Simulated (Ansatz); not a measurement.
# Sc: computed properties

Computed with Ansatz 0.2.0, DFT PBE, scalar-relativistic, plane waves, PAW.

Plane waves to 420 eV, a k mesh through Γ of 15×15×8 on the computed 2-atom cell and Gaussian smearing (0.10 eV); no spin polarisation.

The structure is relaxed at this level of theory with its symmetry kept.

It takes space group P6_3/mmc (No. 194, hexagonal). The conventional cell has a = 3.319 Å, b = 3.319 Å, c = 5.163 Å, α = 90.00°, β = 90.00°, γ = 120.00°. Around Sc (site symmetry -6m2) lie 12 Sc at 3.21 to 3.32 Å.

```
Volume per atom                                                   : 166.2 bohr³
Formation energy from the elements' standard states (uncorrected) : +0.002 eV/atom
Kohn–Sham band gap                                                : none (metal)
Density of states at the Fermi level                              : 4.13 states/eV per cell
Löwdin character within 0.5 eV of the Fermi level                 : Sc 3d 86 %, unprojected 10 %
Bulk modulus                                                      : 54 GPa
Its pressure derivative                                           : 3.4
```